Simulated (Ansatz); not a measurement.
# Stack of Ta2NOS MXene under honeycomb BP, shifted by a third of the diagonal in a perpendicular field, part 2 of 3

Aim: how the stack of Ta2NOS MXene under honeycomb BP, shifted by a third of the diagonal screens a field along its normal, and what the field does to its bands. A positive field points along +c.

Ansatz 0.2.0; plane-wave DFT, PBE-D3(BJ), Ansatz PAW.

So far. Step 2 (Relaxing the slab): The lattice constant a goes from 3.182 to 3.195 Å.

## 3. Single point, field 0, start network

A sawtooth potential applies the field, turning back in the middle of the vacuum. With the dipole correction the typed value is the field outside the slab. The induced dipole is small, so the SCF threshold is tight.

The cell differs from the one that the last finished run ended in (c 48.183 → 26.213 Å).

File input.yaml:

```yaml
crystal:
  lattice:
    - [3.1953680145, 0.0, 0.0]
    - [-1.5976840072, 2.767269875, 0.0]
    - [0.0, 0.0, 26.2132015973]
  atoms:
    - { symbol: S, position: [0.3333333333, 0.6666666667, 0.3433384498] }
    - { symbol: Ta, position: [0.6666666667, 0.3333333333, 0.4051478756] }
    - { symbol: "N", position: [0.0, 0.0, 0.4523132762] }
    - { symbol: Ta, position: [0.3333333333, 0.6666666667, 0.4946222942] }
    - { symbol: O, position: [0.6666666667, 0.3333333333, 0.5345038963] }
    - { symbol: P, position: [0.0, 0.0, 0.6566615502] }
    - { symbol: B, position: [0.6666666667, 0.3333333333, 0.6566026346] }
kpoints:
  mp_grid: { grid: [18, 18, 1] }
  band_path:
    path: [[0, 0, 0], [0.5, 0, 0], [0.33333333, 0.33333333, 0], [0, 0, 0]]
    npoints: 16
hamiltonian:
  xc: pbe
  dispersion: d3bj
scf:
  occupations: { method: fermi_dirac, width: 0.02585 }
  convergence: { dr2_threshold: 1.0e-10 }
efield:
  axis: 3
  dipole_correction: true
  ramp_position: 0.97
  ramp_width: 0.06
  amplitude: 0
output:
  dos: { projected: true, e_range: [-6, 5] }
  bader: true
  write_potential: true
  write_density: true
  volumetric_format: npy
  elf: true
```

The run is started by

```
> ansatz run input.yaml --threads 4 --pin off --max-ram 6144MiB --backend cpu --events-out ev --progress --plain --runs-dir out
```

Numbers of over 12 decimals in the logs are rounded to 6 here.

What it wrote:

```text
[...]
Crystal: 7 atoms, lattice volume = 231.789 Å³
Basis set: ecut = 420 eV, 4563 PW (Γ)
Bands: 33, of which v1, the nominal top of the filled ones, is band 26 counted from 1 (25 counted from 0)
Symmetry: 6 space group operations
[...]
k-points: 37 of 324 (time reversal used)
[...]
SCF iter   1: F=—  HF=-22636.139383 eV  |F-HF|=—  |Δ(HF+E_count)|=         —  Δρ=3.44e-3  dr2=4.74e-2  ethr=1.77e-3  p=0.019 e·Å  D=1.46e-2 V/Å  ΔV_dip=-0.38 eV  dr2_dipole=5.78e-3  V_vac-E_F(+/−)=4.97/5.35 eV  ⟨swp⟩=11.2  Hψ=7459  notcnv=0  defer=2
efield: sawtooth ramp at fractional position 0.9700 (set: `efield.ramp_position`, or a place that a band, a saddle search or an elastic batch's reference lends), width 0.0600; the density the first Hamiltonian is built on has a dipole p = 0.019 e·Å; the dipole correction subtracts the counter field D = 1.46e-2 V/Å, which shifts the + side's vacuum level by -0.38 eV against the − side's; the planar-averaged density in the ramp window peaks in size at 3.4e-5 e/Å³
[...]
SCF iter   2: F=—  HF=-22636.155063 eV  |F-HF|=—  |Δ(HF+E_count)|=   1.57e-2  Δρ=3.07e-3  dr2=1.52e-1  ethr=9.29e-5  p=-0.020 e·Å  D=-1.60e-2 V/Å  ΔV_dip=0.42 eV  dr2_dipole=2.75e-2  V_vac-E_F(+/−)=5.07/4.66 eV  ⟨swp⟩=4.2  Hψ=2895  notcnv=0  defer=72
[...]
SCF iter  11: F=-22636.136533 eV  HF=-22636.136533 eV  |F-HF|=9.09e-11  |Δ(HF+E_count)|=  8.55e-10  Δρ=1.56e-7  dr2=4.43e-11  ethr=1.00e-12  p=0.001 e·Å  D=7.03e-4 V/Å  ΔV_dip=-0.02 eV  dr2_dipole=1.73e-12  V_vac-E_F(+/−)=5.06/5.08 eV  ⟨swp⟩=11.7  Hψ=4375  notcnv=0
SCF 1 converged in 11 iterations: F = -22636.136533 eV  dr2 = 4.43e-11
[...]
NSCF: frozen V_eff on 49 k-points
efield: sawtooth ramp at fractional position 0.9700 (kept from the solve that this one continues, or follows in the run), width 0.0600; the density the first Hamiltonian is built on has a dipole p = 0.001 e·Å; the dipole correction subtracts the counter field D = 7.03e-4 V/Å, which shifts the + side's vacuum level by -0.02 eV against the − side's; the planar-averaged density in the ramp window peaks in size at 3.0e-6 e/Å³
[...]
SCF converged after 11 iterations
Free energy (F): -22636.136533 eV
[...]
Internal energy: -22636.134941 eV  (E = F + TS)
E sigma→0 (E₀):  -22636.135737 eV
Entropy (-TS):   -0.001593 eV (-0.228 meV/atom)
Fermi energy:    2.143232 eV
Dipole field:    D = 0.000704 V/Å  (p = 0.000902 e·Å, saw-weighted, corrected)
Work function:   Φ+ = 5.0614 eV   Φ− = 5.0799 eV
Levels:          The Fermi level and band energies are counted from a zero that moves with the ramp; work functions are not
[...]
--- Band table (eV; the first three rows and the last of 37) ---
  k-point 0: bands = [... 22 lower, 0.4764, 0.4764, 0.9742, 0.9742, 1.5288, 3.0894, 3.5617, 3.5617, ... 3 higher]
  k-point 1: bands = [... 22 lower, 0.2886, 0.3302, 1.0386, 1.2106, 1.6435, 3.1240, 3.5973, 3.6390, ... 3 higher]
  k-point 2: bands = [... 22 lower, 0.0581, 0.0780, 0.8440, 1.5833, 1.9486, 3.2372, 3.7345, 3.8168, ... 3 higher]
  k-point 36: bands = [... 22 lower, -1.7311, 1.6962, 2.0611, 2.4296, 2.6015, 3.0863, 4.3607, 4.7403, ... 3 higher]
--- Bader charges: 7 sites ---
  site symbol  charge [e]  shift [e]
     0      S     -0.8825     0.0027
     1     Ta      1.7514     0.0037
     2      N     -1.8542     0.0008
     3     Ta      2.2155     0.0009
     4      O     -1.2421     0.0007
     5      P     -0.7877     0.0110
     6      B      0.7995     0.0110
  estimated error of the sums over rays = 7.4e-4 e
```

Elapsed: 33 s, on 4 threads of Intel Xeon Platinum 8375C at 2.90GHz (Ice Lake), shared host; peak memory 0.79 GiB; 2.1 min of CPU time.

Reading the cycles: dr2 is the Hartree energy of the density residual (eV), the measure of convergence; HF is the Harris–Foulkes estimate of the energy, which meets the free energy F at convergence.

This step gave:

```
energy at zero smearing   : -22636.1357 eV
work function, upper face : 5.061 eV
dipole along the normal   : 9.02e-4 e·Å
```

Running mean over a fixed 2.8 Å (it still follows the layers) of the planar mean; the ramp of the sawtooth is left out. Table of electron's electrostatic potential energy less the Fermi level by z:

z (Å), electron's electrostatic potential energy less the Fermi level (eV) and a bar from the least value:
```
      3.5        5.1 ##############################
      4.0        5.1 ##############################
      4.5        5.1 ##############################
      5.0        5.1 ##############################
      5.5        5.1 ##############################
      6.0        5.0 ##############################
      6.5        4.9 ##############################
      7.0        4.3 #############################
      7.5        2.3 ##########################
      8.0       -0.1 ######################
      8.5       -2.3 ###################
      9.0       -5.3 ##############
      9.5       -9.2 ########
     10.0      -11.2 #####
     10.5      -11.9 ####
     11.0      -12.7 ###
     11.5      -14.1 
     12.0      -14.4 
     12.5      -13.7 #
     13.0      -13.0 ##
     13.5      -10.6 ######
     14.0       -7.4 ###########
     14.5       -3.3 #################
     15.0       -0.1 ######################
     15.5        0.3 #######################
     16.0       -2.7 ##################
     16.5       -5.5 ##############
     17.0       -6.3 #############
     17.5       -6.2 #############
     18.0       -5.1 ##############
     18.5       -1.7 ####################
     19.0        2.6 ##########################
     19.5        4.5 #############################
     20.0        4.9 ##############################
     20.5        5.0 ##############################
     21.0        5.1 ##############################
     21.5        5.1 ##############################
     22.0        5.1 ##############################
     22.5        5.1 ##############################
     23.0        5.1 ##############################
```

The density of states has structure finer than the step of the table below, so its rows give means over 0.25 eV, whole bins alone (the curve runs from -6 to 1.99 eV). Peaks (eV: height): -5.500: 8.80, -5.120: 11.4, -4.840: 8.29, -3.550: 5.75, 1.030: 5.80, 1.330: 6.36, 1.720: 6.75.

Density of states against energy, zero at the Fermi level; means over each step:

energy (eV), density of states (states/eV a cell) and a bar from the least value:
```
    -5.75        1.3 #
    -5.50        5.2 #########################
    -5.25        5.9 ##############################
    -5.00        5.3 ##########################
    -4.75        5.3 ##########################
    -4.50        2.8 ##########
    -4.25        2.7 #########
    -4.00        2.9 ###########
    -3.75        3.7 ################
    -3.50        4.8 #######################
    -3.25        2.3 #######
    -3.00        3.0 ###########
    -2.75        2.9 ##########
    -2.50        2.9 ###########
    -2.25        2.7 #########
    -2.00        2.3 #######
    -1.75        2.0 #####
    -1.50        2.0 #####
    -1.25        2.5 ########
    -1.00        1.9 ####
    -0.75        1.7 ###
    -0.50        1.7 ###
    -0.25        1.4 #
     0.00        1.3 
     0.25        1.5 #
     0.50        1.3 
     0.75        1.5 #
     1.00        2.9 ##########
     1.25        4.5 #####################
     1.50        5.2 #########################
     1.75        4.7 ######################
```

Projected DOS per atom over height of the atomic layer and energy from the Fermi level. Layers: S Ta N Ta O BP from below.

Values in states/eV, 22 rows by 6 columns, each cell a mean:
```
0.14 1.02 0.31 1.84 0.15 0.24
0.17 1.26 0.39 2.51 0.17 0.38
0.14 0.86 0.34 1.54 0.13 0.13
0.08 0.43 0.14 0.67 0.08 0.02
0.12 0.46 0.11 0.57 0.10 0.00
0.14 0.45 0.09 0.47 0.10 0.01
0.18 0.43 0.09 0.43 0.10 0.12
0.24 0.36 0.11 0.46 0.11 0.22
0.25 0.45 0.10 0.44 0.14 0.40
0.30 0.52 0.08 0.43 0.17 0.30
0.38 0.44 0.07 0.29 0.17 0.37
0.75 0.53 0.08 0.19 0.11 0.43
1.06 0.60 0.09 0.12 0.11 0.47
1.13 0.44 0.11 0.06 0.11 0.53
1.10 0.30 0.16 0.05 0.15 0.57
1.58 0.50 0.34 0.10 0.51 0.62
0.83 0.38 0.13 0.06 0.25 0.61
0.75 0.39 0.22 0.10 0.65 0.38
0.75 0.57 0.47 0.29 1.89 0.33
0.66 0.58 0.60 0.62 3.29 0.34
1.48 0.77 0.29 0.43 1.42 0.26
0.10 0.09 0.07 0.11 0.28 0.31
```
Columns: height of the atomic layer (Å) from 9 to 17.2 (not evenly spaced); rows upwards: energy from the Fermi level (eV) from -5.96 to 1.96.

Electronic bands along the path, in eV, zero at the Fermi level:

| point | band 22 | band 23 | band 24 | band 25 | band 26 | band 27 | band 28 | band 29 |
| --- | --- | --- | --- | --- | --- | --- | --- | --- |
| Γ | -1.72 | -1.67 | -1.67 | -1.17 | -1.17 | -0.61 | 0.95 | 1.42 |
| halfway | -3.08 | -2.93 | -2.34 | -2.02 | 0.32 | 0.52 | 1.26 | 2.40 |
| M | -3.52 | -2.51 | -2.45 | -1.09 | 0.99 | 1.35 | 1.58 | 1.73 |
| halfway | -4.11 | -3.34 | -1.47 | -0.75 | 0.88 | 1.16 | 1.41 | 1.73 |
| K | -4.41 | -3.87 | -0.45 | -0.08 | 0.29 | 0.46 | 0.94 | 2.22 |
| halfway | -3.62 | -2.90 | -2.81 | -1.04 | -0.80 | 1.39 | 1.84 | 2.00 |
| Γ | -1.72 | -1.67 | -1.67 | -1.17 | -1.17 | -0.61 | 0.95 | 1.42 |

Electrostatic potential energy in the ca plane at fractional y = 0.333, with atoms of Ta and O and B within 0.2 Å of it. With pseudopotentials it is smooth inside the atoms' cores, unlike the true potential.

Ten even steps from '0' (-50 eV) to '9' (7 eV), each cell a mean:
```
99999999999999999875335788888779999998778999
99999999999999999851002688887225999996215899
99999999999999999840001588985103899985003899
99999999999999999852002688887325999997325899
99999999999999999875446788778889999998778999
99999999999999988888788887666889999998878999
99999999999999987888888887556789999998778999
99999999999999988888778887667899999998878999
```
Columns run along c (16.0 Å, from fractional 0.12 to 0.73 of the cell; values clipped at the 3rd and 97th percentile), rows up along a (3.2 Å). Atoms in or near the plane, at fractional coordinates: Ta at (0.41, 0.67), O at (0.53, 0.67), B at (0.66, 0.67).

ELF in the ca plane at fractional y = 0.333, with atoms of Ta and O and B within 0.2 Å of it. It is the smooth field of the valence electrons, not physical close to the nuclei.

Values, 5 rows by 16 columns, each cell a mean:
```
0.00 0.00 0.00 0.00 0.00 0.02 0.20 0.39 0.45 0.44 0.24 0.32 0.75 0.29 0.38 0.68
0.00 0.00 0.00 0.00 0.00 0.00 0.04 0.14 0.49 0.49 0.19 0.50 0.64 0.44 0.29 0.13
0.00 0.00 0.00 0.00 0.00 0.03 0.21 0.39 0.45 0.44 0.23 0.32 0.74 0.29 0.37 0.66
0.00 0.00 0.00 0.00 0.01 0.14 0.61 0.73 0.35 0.29 0.36 0.23 0.21 0.05 0.40 0.67
0.00 0.00 0.00 0.00 0.01 0.15 0.63 0.75 0.34 0.29 0.37 0.21 0.19 0.05 0.40 0.66
```
Columns run along c (16.0 Å, from fractional 0.07 to 0.68 of the cell), rows up along a (3.2 Å). Atoms in or near the plane, at fractional coordinates: Ta at (0.41, 0.67), O at (0.53, 0.67), B at (0.66, 0.67).

Valence density in the ca plane at fractional y = 0.333, with atoms of Ta and O and B within 0.2 Å of it. It is the smooth field of the valence electrons, not physical close to the nuclei.

Ten steps, logarithmic in the rise over the least value, from '0' (0.0 e/Å³) to '9' (6.6 e/Å³), each cell a mean:
```
34567643333455531012345532100000000000000000
34789864323579863112345542100000000000000000
24798974323589973112344442100000000000000000
34788864323478852112345542100000000000000000
44466643333445431012345432100000000000000000
44333344445443210012344432100000000000000000
44333344555542110012344432100000000000000000
44333344444433210012344432100000000000000000
```
Columns run along c (16.0 Å, from fractional 0.35 to 0.96 of the cell), rows up along a (3.2 Å). Atoms in or near the plane, at fractional coordinates: Ta at (0.41, 0.67), O at (0.53, 0.67), B at (0.66, 0.67).

The work function of the upper face is 5.06 eV.

## 4. Single point, field 0.05 V/Å

Changes to input.yaml since step 3:

```diff
@@ -29,6 +29,4 @@
   ramp_width: 0.06
-  amplitude: 0
+  amplitude: 0.05
 output:
-  dos: { projected: true, e_range: [-6, 5] }
-  bader: true
   write_potential: true
@@ -36,2 +34 @@
   volumetric_format: npy
-  elf: true
```

What it wrote:

```text
[...]
Crystal: 7 atoms, lattice volume = 231.789 Å³
Basis set: ecut = 420 eV, 4563 PW (Γ)
Bands: 33, of which v1, the nominal top of the filled ones, is band 26 counted from 1 (25 counted from 0)
Symmetry: 6 space group operations
[...]
k-points: 37 of 324 (time reversal used)
[...]
k-point 0: bands = [... 22 lower, 0.4703, 0.4703, 0.9653, 0.9653, 1.5188, 3.0795, 3.5533, 3.5533, ... 3 higher]
  k-point 1: bands = [... 22 lower, 0.2798, 0.3540, 1.0296, 1.2018, 1.6340, 3.1139, 3.5889, 3.6310, ... 3 higher]
  k-point 2: bands = [... 22 lower, 0.0499, 0.1007, 0.8348, 1.5747, 1.9395, 3.2267, 3.7262, 3.8093, ... 3 higher]
  k-point 36: bands = [... 22 lower, -1.7454, 1.6874, 2.0868, 2.4210, 2.5991, 3.1075, 4.3522, 4.7302, ... 3 higher]
[key lines of the parts left out:]
SCF converged after 14 iterations
Free energy (F): -22636.137178 eV
Fermi energy:    2.136363 eV
Dipole field:    D = 0.019535 V/Å  (p = 0.025023 e·Å, saw-weighted, corrected)
```

Run time: 13 s. Hardware: 4 threads; peak memory 0.78 GiB; 51 s of CPU time.

The dipole is 0.0250 e·Å.

## 5. Atoms held, field -0.05 V/Å

Changes to input.yaml since step 4:

```diff
@@ -29,3 +29,3 @@
   ramp_width: 0.06
-  amplitude: 0.05
+  amplitude: -0.05
 output:
```

What it wrote:

```text
[...]
Crystal: 7 atoms, lattice volume = 231.789 Å³
Basis set: ecut = 420 eV, 4563 PW (Γ)
Bands: 33, of which v1, the nominal top of the filled ones, is band 26 counted from 1 (25 counted from 0)
Symmetry: 6 space group operations
[...]
k-points: 37 of 324 (time reversal used)
[...]
k-point 0: bands = [... 22 lower, 0.4919, 0.4919, 0.9903, 0.9903, 1.5459, 3.1060, 3.5771, 3.5771, ... 3 higher]
  k-point 1: bands = [... 22 lower, 0.2883, 0.3126, 1.0547, 1.2266, 1.6602, 3.1409, 3.6127, 3.6540, ... 3 higher]
  k-point 2: bands = [... 22 lower, 0.0386, 0.0799, 0.8603, 1.5990, 1.9648, 3.2546, 3.7499, 3.8310, ... 3 higher]
  k-point 36: bands = [... 22 lower, -1.7096, 1.7119, 2.0257, 2.4451, 2.6071, 3.0596, 4.3760, 4.7574, ... 3 higher]
[key lines of the parts left out:]
SCF converged after 14 iterations
Free energy (F): -22636.137073 eV
Fermi energy:    2.158170 eV
Dipole field:    D = -0.017459 V/Å  (p = -0.022365 e·Å, saw-weighted, corrected)
```

It took 14 s on 4 threads; peak memory 0.77 GiB.

The dipole is -0.0224 e·Å.

## 6. Single point, field 0.1 V/Å

Changes to input.yaml since step 5:

```diff
@@ -27,5 +27,5 @@
   dipole_correction: true
-  ramp_position: 0.97
-  ramp_width: 0.06
-  amplitude: -0.05
+  ramp_position: 0.9531
+  ramp_width: 0.0946
+  amplitude: 0.1
 output:
```

What it wrote:

```text
[...]
Crystal: 7 atoms, lattice volume = 231.789 Å³
Basis set: ecut = 420 eV, 4563 PW (Γ)
Bands: 33, of which v1, the nominal top of the filled ones, is band 26 counted from 1 (25 counted from 0)
Symmetry: 6 space group operations
[...]
k-points: 37 of 324 (time reversal used)
[...]
k-point 0: bands = [... 22 lower, 0.4746, 0.4746, 0.9602, 0.9602, 1.5126, 3.0731, 3.5487, 3.5487, ... 3 higher]
  k-point 1: bands = [... 22 lower, 0.2741, 0.3714, 1.0243, 1.1968, 1.6282, 3.1073, 3.5843, 3.6265, ... 3 higher]
  k-point 2: bands = [... 22 lower, 0.0439, 0.1181, 0.8294, 1.5699, 1.9342, 3.2199, 3.7217, 3.8052, ... 3 higher]
  k-point 36: bands = [... 22 lower, -1.7557, 1.6824, 2.1058, 2.4161, 2.5984, 3.1241, 4.3473, 4.7239, ... 3 higher]
[key lines of the parts left out:]
SCF converged after 14 iterations
Free energy (F): -22636.139044 eV
Fermi energy:    2.133967 eV
Dipole field:    D = 0.038782 V/Å  (p = 0.049678 e·Å, saw-weighted, corrected)
```

It took 17 s on 4 threads; peak memory 0.76 GiB; 63 s of CPU time.

The dipole is 0.0497 e·Å.

## 7. Atoms held, field 0.2 V/Å

Changes to input.yaml since step 6:

```diff
@@ -29,3 +29,3 @@
   ramp_width: 0.0946
-  amplitude: 0.1
+  amplitude: 0.2
 output:
```

What it wrote:

```text
[...]
Crystal: 7 atoms, lattice volume = 231.789 Å³
Basis set: ecut = 420 eV, 4563 PW (Γ)
Bands: 33, of which v1, the nominal top of the filled ones, is band 26 counted from 1 (25 counted from 0)
Symmetry: 6 space group operations
[...]
k-points: 37 of 324 (time reversal used)
[...]
k-point 0: bands = [... 22 lower, 0.4987, 0.4987, 0.9548, 0.9548, 1.5049, 3.0646, 3.5441, 3.5441, ... 3 higher]
  k-point 1: bands = [... 22 lower, 0.2670, 0.4005, 1.0186, 1.1914, 1.6212, 3.0987, 3.5798, 3.6222, ... 3 higher]
  k-point 2: bands = [... 22 lower, 0.0361, 0.1473, 0.8232, 1.5648, 1.9280, 3.2109, 3.7173, 3.8014, ... 3 higher]
  k-point 36: bands = [... 22 lower, -1.7717, 1.6768, 2.1382, 2.4109, 2.5996, 3.1538, 4.3419, 4.7159, ... 3 higher]
[key lines of the parts left out:]
SCF converged after 14 iterations
Free energy (F): -22636.146503 eV
Fermi energy:    2.134694 eV
Dipole field:    D = 0.077713 V/Å  (p = 0.099546 e·Å, saw-weighted, corrected)
```

It took 14 s on 4 threads; peak memory 0.76 GiB.

The dipole is 0.0995 e·Å.

## 8. Single point, field 0.3 V/Å

Changes to input.yaml since step 7:

```diff
@@ -27,6 +27,8 @@
   dipole_correction: true
-  ramp_position: 0.9531
-  ramp_width: 0.0946
-  amplitude: 0.2
+  ramp_position: 0.9503
+  ramp_width: 0.1001
+  amplitude: 0.3
 output:
+  dos: { projected: true, e_range: [-6, 5] }
+  bader: true
   write_potential: true
@@ -34 +36,2 @@
   volumetric_format: npy
+  elf: true
```

What it wrote:

```text
[...]
Crystal: 7 atoms, lattice volume = 231.789 Å³
Basis set: ecut = 420 eV, 4563 PW (Γ)
Bands: 33, of which v1, the nominal top of the filled ones, is band 26 counted from 1 (25 counted from 0)
Symmetry: 6 space group operations
[...]
k-points: 37 of 324 (time reversal used)
[...]
k-point 36: bands = [... 22 lower, -1.7887, 1.6702, 2.1709, 2.4047, 2.5994, 3.1843, 4.3354, 4.7067, ... 3 higher]
--- Bader charges: 7 sites ---
  site symbol  charge [e]  shift [e]
     0      S     -0.8950     0.0027
     1     Ta      1.7490     0.0037
     2      N     -1.8542     0.0008
     3     Ta      2.2174     0.0009
     4      O     -1.2404     0.0007
     5      P     -0.7824     0.0107
     6      B      0.8057     0.0107
  estimated error of the sums over rays = 7.7e-4 e
[key lines of the parts left out:]
SCF converged after 14 iterations
Free energy (F): -22636.158951 eV
Fermi energy:    2.134326 eV
Dipole field:    D = 0.116587 V/Å  (p = 0.149342 e·Å, saw-weighted, corrected)
```

Run time: 34 s. Hardware: 4 threads; peak memory 0.78 GiB.

The dipole is 0.149 e·Å.

(Continued in part 3 of 3.)

[Logs are printed without paths, hosts, clocks, repeated set-up lines and the standing remarks that a program may print on its own settings, such as how far it seeks lower states.]

[Hosts, paths, dates, database ids (printed as entryN), source tags and the programs' standing remarks are cut or masked in the printed files.]

[Maps of the electrostatic potential energy from Ansatz leave out the sawtooth potential of an applied field or a dipole correction, so their vacuum need not be flat; planar profiles and work functions include it.]

[The density of states shown here was stored with 400 of the rows of the run's finer table, so its peaks can read low, often by over a quarter, or be missed, and its means over a window can be off by a tenth or more.]
